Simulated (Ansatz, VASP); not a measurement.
**Two plane-wave programs on Na**

```
CELL_PARAMETERS angstrom
-2.14100 2.14100 2.14100
2.14100 -2.14100 2.14100
2.14100 2.14100 -2.14100
ATOMIC_POSITIONS crystal
Na 0.00000 0.00000 0.00000
```

Alike in both runs: task single point; functional PBE; k mesh 9 × 9 × 9; occupations fermi-dirac, width 0.05 eV; no spin polarisation.

```csv
,VASP,Ansatz
version,VASP 6.6.1,Ansatz 0.2.0
potentials or method,"VASP PAW PBE potentials, release 64 (Na_pv)",Ansatz PAW soft_1
plane-wave cutoff (eV),520,420
valence electrons in the cell,7,9
```

|  | VASP | Ansatz | Ansatz less VASP |
| --- | --- | --- | --- |
| gap on the k mesh at the Fermi level (eV) | none | none | - |
| pressure (GPa) | -0.4 | -0.4 | +0.02 |

A gap of «none» marks a metal or a gap that the smearing closes. The two sets of potentials don't hold the same shells in valence.
